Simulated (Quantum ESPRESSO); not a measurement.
Crystal: CaO.

```
Ca O
1.0
     0.00000    2.40356    2.40356
     2.40356    0.00000    2.40356
     2.40356    2.40356    0.00000
Ca O
1 1
Cartesian
  0.0000 0.0000 0.0000
  2.4036 2.4036 2.4036
```

The cell is a database's computed one.

Base run:

| Property | Result |
| --- | --- |
| Program | Quantum ESPRESSO 7.5 |
| Functional | PBE |
| Potentials or basis | PseudoDojo 0.4.1 SR PBE standard |
| Cutoff | 1143 eV |
| Density cutoff | 4572 eV |
| k mesh | 10 × 10 × 10 |
| Occupations | fermi-dirac, width 0.05 eV |
| Spin | no spin polarisation |

Its results: band gap on the k mesh 3.66 eV, indirect (least direct gap 4.03 eV); pressure 1.3 GPa.

Q: The run is repeated on the same cell with these changes: functional from PBE to rev-vdW-DF2. What comes out?

A: Band gap on the k mesh 3.63 eV, indirect (least direct gap 4.01 eV); pressure -1.0 GPa.

Caveats: the potentials were made for another functional, which shifts forces and pressure (some runs).

Not every run made on this cell is shown here.
